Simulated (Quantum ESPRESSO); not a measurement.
As:

```xyz
2
Lattice="1.8808 1.0859 3.5141 -1.8808 1.0859 3.5141 0.0000 -2.1718 3.5141" Properties=species:S:1:pos:R:3 pbc="T T T"
As    0.0000    0.0000    2.3825
As    0.0000    0.0000    8.1597
```

Base run:

```yaml
Program: Quantum ESPRESSO 7.5
Functional: LDA
Potentials_or_basis: PseudoDojo 0.4.1 SR LDA standard
Cutoff: 1088 eV
Density_cutoff: 4354 eV
k_mesh: 9 × 9 × 9
Occupations: fermi-dirac, width 0.05 eV
Spin: no spin polarisation
```

Its results: band gap on the k mesh none (metal or under the smearing width); pressure -1.6 GPa; largest force 0.263 eV/Å.

**Question.** The run is repeated on the same cell with these changes: functional from LDA to PBE; potentials or basis from PseudoDojo 0.4.1 SR LDA standard to PseudoDojo 0.4.1 SR PBE standard; cutoff from 1088 eV to 1143 eV; density cutoff from 4354 eV to 4572 eV. What comes out?

**Answer.** Band gap on the k mesh none (metal or under the smearing width); pressure 3.8 GPa; largest force 0.439 eV/Å.
